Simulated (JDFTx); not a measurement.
# CuO (P1) in JDFTx: further runs, part 2 of 2

JDFTx 1.7.0 (patched build). The steps go on from the part before.

## 4. Single point, PBE+U

CuO.in

```
lattice \
    0.0000000000     3.9997187263     3.9997187263 \
    3.9997187263     0.0000000000     3.9997187263 \
    3.9997187263     3.9997187263     0.0000000000
coords-type Lattice
ion Cu     0.0294977200     0.0281008700     0.9080259900 1
ion O      0.4705022800     0.4718991300     0.5919740100 1

ion-species pseudo/Cu.upf
ion-species pseudo/O.upf
elec-cutoff 46 368
elec-ex-corr gga-PBE
kpoint-folding 6 6 6
elec-smearing Fermi 0.0018374661
elec-n-bands 19
add-U Cu d 0.073499
electronic-SCF nIterations 100 energyDiffThreshold 1e-09
electronic-minimize nIterations 30 energyDiffThreshold 1e-7
converge-empty-states yes
forces-output-coords Cartesian

dump-name run.$VAR
dump End Ecomponents EigStats BandEigs Kpoints Forces Stress RhoAtom
```

Potentials or basis: PseudoDojo-SR-PBE-0.5-standard with smoothed tails.

Started as:

```
jdftx -c 1 -i CuO.in -o CuO.out
```

Output:

```text
*************** JDFTx 1.7.0 (patched build) ***************

Input parsed successfully to the following command list (including defaults):
[... the input with its defaults ...]

---------- Setting up symmetries ----------

Found 48 point-group symmetries of the bravais lattice
Found 1 space-group symmetries with basis
Applied RMS atom displacement 0 bohrs to make symmetries exact.

---------- Initializing the Grid ----------
R =
[            0      3.99972      3.99972  ]
[      3.99972            0      3.99972  ]
[      3.99972      3.99972            0  ]
unit cell volume = 127.973
G =
[  -0.785453   0.785453   0.785453  ]
[   0.785453  -0.785453   0.785453  ]
[   0.785453   0.785453  -0.785453  ]
Minimum fftbox size, Smin = [  52  52  52  ]
Chosen fftbox size, S = [  54  54  54  ]

---------- Initializing tighter grid for wavefunction operations ----------
R =
[            0      3.99972      3.99972  ]
[      3.99972            0      3.99972  ]
[      3.99972      3.99972            0  ]
unit cell volume = 127.973
G =
[  -0.785453   0.785453   0.785453  ]
[   0.785453  -0.785453   0.785453  ]
[   0.785453   0.785453  -0.785453  ]
Minimum fftbox size, Smin = [  36  36  36  ]
Chosen fftbox size, S = [  36  36  36  ]

---------- Exchange Correlation functional ----------
Initalized PBE GGA exchange.
Initalized PBE GGA correlation.

---------- Setting up pseudopotentials ----------
Width of ionic core gaussian charges (only for fluid interactions / plotting) set to 0

Reading pseudopotential file 'pseudo/Cu.upf':
  'Cu' pseudopotential, 'PBE' functional
  Generated using ONCVPSP code by D. R. Hamann
  19 valence electrons, 4 orbitals, 6 projectors, 1001 radial grid points, with lMax = 2
    3S    l: 0   occupation:  2.0   eigenvalue: -4.215294
    3P    l: 1   occupation:  6.0   eigenvalue: -2.651240
    3D    l: 2   occupation: 10.0   eigenvalue: -0.185165
    4S    l: 0   occupation:  1.0   eigenvalue: -0.169411
  Core radius for overlap checks: 1.70 bohrs.

Reading pseudopotential file 'pseudo/O.upf':
  'O' pseudopotential, 'PBE' functional
  Generated using ONCVPSP code by D. R. Hamann
  6 valence electrons, 2 orbitals, 5 projectors, 936 radial grid points, with lMax = 2
    2S    l: 0   occupation:  2.0   eigenvalue: -0.880572
    2P    l: 1   occupation:  4.0   eigenvalue: -0.331869
  Core radius for overlap checks: 1.39 bohrs.

Initialized 2 species with 2 total atoms.

Folded 1 k-points by 6x6x6 to 216 k-points.

---------- Setting up k-points, bands, fillings ----------
Adding inversion symmetry to k-mesh for non-inversion-symmetric unit cell.
Reduced to 112 k-points under symmetry.
Computing the number of bands and number of electrons
Calculating initial fillings.
nElectrons:  25.000000   nBands: 19   nStates: 112

----- Setting up reduced wavefunction bases (one per k-point) -----
average nbasis = 1907.616 , ideal nbasis = 1906.993

---------- Setting up ewald sum ----------
Optimum gaussian width for ewald sums = 1.816603 bohr.
Real space sum over 1331 unit cells with max indices [  5  5  5  ]
Reciprocal space sum over 2197 terms with max indices [  6  6  6  ]

---------- Allocating electronic variables ----------
Initializing wave functions:  linear combination of atomic orbitals
Note: number of bands (19) exceeds available atomic orbitals (14)
Cu pseudo-atom occupations:   s ( 2 1 )  p ( 6 )  d ( 10 )
O pseudo-atom occupations:   s ( 2 )  p ( 4 )
	FillingsUpdate:  mu: +0.644341043  nElectrons: 25.000000
LCAOMinimize: Iter:   0  F: -201.1215639277374976  |grad|_K:  7.007e-03  alpha:  1.000e+00
	FillingsUpdate:  mu: +0.501613120  nElectrons: 25.000000
LCAOMinimize: Iter:   1  F: -201.4041873116808290  |grad|_K:  2.100e-03  alpha:  3.310e-01  linmin:  2.511e-01  cgtest: -8.390e-01
LCAOMinimize: 	Bad step direction: g.d > 0.
[... 12 lines of inner loops ...]
LCAOMinimize: Iter:   6  F: -201.4258223734902913  |grad|_K:  2.178e-06  alpha:  2.783e-01  linmin:  1.450e-04  cgtest: -5.037e-03
	FillingsUpdate:  mu: +0.485733833  nElectrons: 25.000000
LCAOMinimize: Iter:   7  F: -201.4258224415332563  |grad|_K:  2.514e-07  alpha:  7.090e-01  linmin: -5.262e-03  cgtest:  2.776e-02
LCAOMinimize: Converged (|Delta F|<1.000000e-06 for 2 iters).

-------- Electronic minimization -----------
Will mix electronic density at each iteration.
	FillingsUpdate:  mu: +0.485733833  nElectrons: 25.000000
	FillingsUpdate:  mu: +0.481468947  nElectrons: 25.000000
SCF: Cycle:  0   F: -201.452567562227614   dF: -2.675e-02   |Residual|: 6.834e-02   |deigs|: 7.647e-02
	FillingsUpdate:  mu: +0.488576420  nElectrons: 25.000000
SCF: Cycle:  1   F: -201.454507175750138   dF: -1.940e-03   |Residual|: 4.405e-02   |deigs|: 1.750e-02
	FillingsUpdate:  mu: +0.487227511  nElectrons: 25.000000
SCF: Cycle:  2   F: -201.456166996540958   dF: -1.660e-03   |Residual|: 1.638e-02   |deigs|: 5.736e-03
	FillingsUpdate:  mu: +0.488127974  nElectrons: 25.000000
SCF: Cycle:  3   F: -201.456217739500232   dF: -5.074e-05   |Residual|: 3.495e-03   |deigs|: 1.493e-03
	FillingsUpdate:  mu: +0.487877881  nElectrons: 25.000000
SCF: Cycle:  4   F: -201.456221167014832   dF: -3.428e-06   |Residual|: 7.431e-04   |deigs|: 4.092e-04
	FillingsUpdate:  mu: +0.487978064  nElectrons: 25.000000
SCF: Cycle:  5   F: -201.456221344214583   dF: -1.772e-07   |Residual|: 2.059e-04   |deigs|: 1.172e-04
	FillingsUpdate:  mu: +0.487988933  nElectrons: 25.000000
SCF: Cycle:  6   F: -201.456221367803124   dF: -2.359e-08   |Residual|: 6.312e-05   |deigs|: 6.122e-05
	FillingsUpdate:  mu: +0.487994085  nElectrons: 25.000000
SCF: Cycle:  7   F: -201.456221373144047   dF: -5.341e-09   |Residual|: 1.728e-05   |deigs|: 7.214e-05
	FillingsUpdate:  mu: +0.487992529  nElectrons: 25.000000
SCF: Cycle:  8   F: -201.456221374487114   dF: -1.343e-09   |Residual|: 7.798e-06   |deigs|: 5.793e-05
	FillingsUpdate:  mu: +0.487991784  nElectrons: 25.000000
SCF: Cycle:  9   F: -201.456221374815328   dF: -3.282e-10   |Residual|: 2.544e-06   |deigs|: 4.347e-05
	FillingsUpdate:  mu: +0.487991985  nElectrons: 25.000000
SCF: Cycle: 10   F: -201.456221374903947   dF: -8.862e-11   |Residual|: 1.202e-06   |deigs|: 5.759e-05
SCF: Converged (|Delta E|<1.000000e-09 for 2 iters).

Setting wave functions to eigenvectors of Hamiltonian
Converging empty states (this may take a while): |deigs|: 7.186e-04

# Stress tensor in Cartesian coordinates [Eh/a0^3]:
[ -0.000681761     0.000149  -0.00012534  ]
[     0.000149 -0.000654604 -0.000118899  ]
[  -0.00012534 -0.000118899 -0.000567232  ]

# Ionic positions in lattice coordinates:
ion Cu   0.029497720000000   0.028100870000000   0.908025990000000 1
ion O   0.470502280000000   0.471899130000000   0.591974010000000 1

# Forces in Cartesian coordinates:
force Cu   0.012415644271402   0.011348925710399  -0.008113089755429 1
force O  -0.012417190970825  -0.011354232094864   0.008111630767501 1

# Energy components:
   Eewald =     -128.0754165075052242
       EH =       65.1855716275763086
     Eloc =     -178.0017670449252876
      Enl =      -36.1256784856925606
      Exc =      -27.5095940666129657
 Exc_core =        4.6114028433343712
       KE =       98.4454893163920559
        U =        0.0146549237014532
-------------------------------------
     Etot =     -201.4553373937318668
       TS =        0.0008839811720895
-------------------------------------
        F =     -201.4562213749039472

IonicMinimize: Iter:   0  F: -201.456221374903947  |grad|_K:  1.078e-02
IonicMinimize: None of the convergence criteria satisfied after 0 iterations.

#--- Lowdin population analysis ---
# oxidation-state Cu +1.050
# oxidation-state O -0.927

Dumping 'run.eigStats' ...
	eMin: -3.617613 at state 3 ( [ +0.000000 +0.000000 +0.500000 ] spin 0 )
	HOMO: +0.487958 at state 4 ( [ +0.000000 +0.166667 +0.000000 ] spin 0 )
	mu  : +0.487992
	LUMO: +0.488029 at state 38 ( [ +0.166667 +0.500000 +0.000000 ] spin 0 )
	eMax: +1.520173 at state 13 ( [ +0.000000 +0.333333 +0.500000 ] spin 0 )
	HOMO-LUMO gap: +0.000072
	Optical gap  : +0.002836 at state 4 ( [ +0.000000 +0.166667 +0.000000 ] spin 0 )
Done!
```

It took 3.4 min on 1 thread of Arm Neoverse V1, shared host; peak memory 0.21 GiB.

Results:

| Property | Result |
| --- | --- |
| Free energy | -5481.9031 eV |
| Pressure | 18.7 GPa |
| Largest force | 0.961 eV/Å |
| Band gap on the k mesh | none (metal or under the smearing width) |
| Loewdin charges | Cu +1.05; O -0.93 e |

Forces on the atoms (eV/Å):
```
Cu   0.638  0.584 -0.417
O   -0.639 -0.584  0.417
```

Eigenvalues of the final occupation matrices:
```tsv
site	spin	trace	eigenvalues
atom 1 Cu	1	4.78	0.90 0.91 0.99 0.99 0.99
```

Caveat: the k mesh is coarse (spacing up to 0.43 Å⁻¹), so the values aren't converged; the atomic charges don't sum to the cell's charge; an odd number of electrons without spin polarisation forces a metal; a magnetic or distorted state may lie lower; the run has no spin polarisation, though such a crystal can be magnetic; U without spin polarisation on a metal has little footing.

## 5. Single point, PBE+U

CuO.in, as its differences from that of step 4:

```diff
@@ -15,3 +15,3 @@
 elec-n-bands 19
-add-U Cu d 0.073499
+add-U Cu d 0.110248
 electronic-SCF nIterations 100 energyDiffThreshold 1e-09
```

Started as:

```
jdftx -c 1 -i CuO.in -o CuO.out
```

It took 3.5 min on 1 thread of Arm Neoverse V1, shared host; peak memory 0.21 GiB.

The run converged. Its results:

```
Free energy            : -5481.7087 eV
Pressure               : 18.9 GPa
Largest force          : 1.001 eV/Å
Band gap on the k mesh : none (metal or under the smearing width)
Loewdin charges        : Cu +1.03; O -0.91 e
```

Forces in eV/Å, atoms in the order of the input:
```
Cu   0.662  0.607 -0.442
O   -0.662 -0.608  0.442
```

Stress tensor (GPa, compression positive):
```
20.32 -4.49  3.79
-4.49 19.53  3.60
 3.79  3.60 16.96
```

Levels at points of the mesh, in eV from the Fermi level:
| k point | band 11 | band 12 | band 13 | band 14 | band 15 | band 16 |
| --- | --- | --- | --- | --- | --- | --- |
| (0.00, 0.00, 0.00) | -0.57 | -0.26 | -0.23 | 1.81 | 17.31 | 18.54 |
| (0.00, 0.00, 0.50) | -1.60 | 1.09 | 1.12 | 6.49 | 9.33 | 14.28 |
| (0.00, 0.50, 0.00) | -1.92 | -0.35 | 0.41 | 6.86 | 9.50 | 15.13 |
| (0.00, 0.50, 0.50) | -2.25 | -1.50 | -1.45 | 5.71 | 11.41 | 11.70 |
| (0.50, 0.00, 0.00) | -1.92 | -0.34 | 0.43 | 6.86 | 9.50 | 15.13 |
| (0.50, 0.00, 0.50) | -2.24 | -1.49 | -1.43 | 5.72 | 11.38 | 11.69 |
| (0.50, 0.50, 0.00) | -2.19 | -1.45 | -1.38 | 5.74 | 11.31 | 11.65 |
| (0.50, 0.50, 0.50) | -1.92 | -0.30 | 0.49 | 6.85 | 9.50 | 15.14 |

Eigenvalues of the final occupation matrices:
| site | spin | trace | eigenvalues |
| --- | --- | --- | --- |
| atom 1 Cu | 1 | 4.79 | 0.91 0.91 0.99 0.99 0.99 |

Caveat: the k mesh is coarse (spacing up to 0.43 Å⁻¹), so the values aren't converged; the atomic charges don't sum to the cell's charge; an odd number of electrons without spin polarisation forces a metal; a magnetic or distorted state may lie lower; the run has no spin polarisation, though such a crystal can be magnetic; U without spin polarisation on a metal has little footing.

## 6. Summary

| level | U | gap on the mesh (eV) | pressure (GPa) | largest force (eV/Å) |
| --- | --- | --- | --- | --- |
| PBE | - | none | 18.4 | 0.88 |
| PBE+U | Cu d U = 1 eV | none | 18.5 | 0.92 |
| PBE+U | Cu d U = 2 eV | none | 18.7 | 0.96 |
| PBE+U | Cu d U = 3 eV | none | 18.9 | 1.00 |

Alike in all rows: task single point; potentials or basis PseudoDojo-SR-PBE-0.5-standard with smoothed tails; no spin polarisation; cell as given; k mesh 6 × 6 × 6; cutoff (eV) 1252; smearing fermi-dirac 0.05 eV; the mesh is coarse, so values aren't converged.

Caveats: all runs use coarse meshes; an odd number of electrons without spin polarisation forces a metal; a magnetic or distorted state may lie lower; the run has no spin polarisation, though such a crystal can be magnetic; U without spin polarisation on a metal has little footing (some runs); semilocal functionals often make such compounds metallic where correlation or magnetic order opens a gap, which also shifts bond lengths (some runs).

Absolute energies hang on the potentials; compare differences alone.
